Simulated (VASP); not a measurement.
A run of VASP 6.6.1:

Contents of POSCAR:

```
GaN                                     
1.0
    0.0000000000      2.2475536576      2.2475536576
    2.2475536576     -0.0000000000      2.2475536576
    2.2475536576      2.2475536576     -0.0000000000
  Ga              N             
     1     1
Direct
     0.0000000000000000    0.0000000000000000    0.0000000000000000
     0.7500000000000000    0.7500000000000000    0.7500000000000000
```

Contents of INCAR.step1:

```
  PREC = Accurate
  ENCUT = 520
  EDIFF = 1E-5
  ISMEAR = 0
  SIGMA = 0.03
  LREAL = F
  LASPH = T
  NELM = 80
  ALGO = Normal
  ISIF = 2
  LWAVE = T
  LCHARG = F
  NBANDS = 16
  KPAR = 4
  GGA = PE
```

The input INCAR.step2:

```
  PREC = Accurate
  ENCUT = 520
  EDIFF = 1E-6
  ISMEAR = 0
  SIGMA = 0.03
  LREAL = F
  LASPH = T
  NELM = 80
  ALGO = Normal
  ISIF = 2
  LWAVE = F
  LCHARG = F
  GGA = PE
  LHFCALC = T
  HFSCREEN = 0.2
  PRECFOCK = Fast
  NBANDS = 16
  KPAR = 4
  ISTART = 1
```

Contents of KPOINTS:

```
Automatic mesh
0
Gamma
  6 6 6
```

File KPOINTS_OPT:

```
explicit points
6
Reciprocal
 0.0000000000  0.0000000000  0.0000000000 1
 0.3750000000  0.3750000000  0.7500000000 1
 0.5000000000  0.5000000000  0.5000000000 1
 0.6250000000  0.2500000000  0.6250000000 1
 0.5000000000  0.2500000000  0.7500000000 1
 0.5000000000  0.0000000000  0.5000000000 1
```

Potentials or basis: VASP PAW PBE potentials, release 64 (Ga_d, N).

The run is started by

```sh
$ cat potpaw_PBE.64/Ga_d/POTCAR potpaw_PBE.64/N/POTCAR > POTCAR
$ cp INCAR.step1 INCAR
$ mpirun -np 4 vasp_std > vasp.out
$ cp INCAR.step2 INCAR
$ mpirun -np 4 vasp_std > vasp.out
```

Hardware: 4 MPI ranks on Intel(R) Xeon(R) Platinum 8488C (Sapphire Rapids), with other jobs on the host.

Problem. How long does it take, and how much memory?

Solution. It took 4.5 min on 4 MPI ranks on Intel(R) Xeon(R) Platinum 8488C (Sapphire Rapids) (shared host), peak memory 0.25 GiB a rank. Counts: scf iterations 18, k points 16.
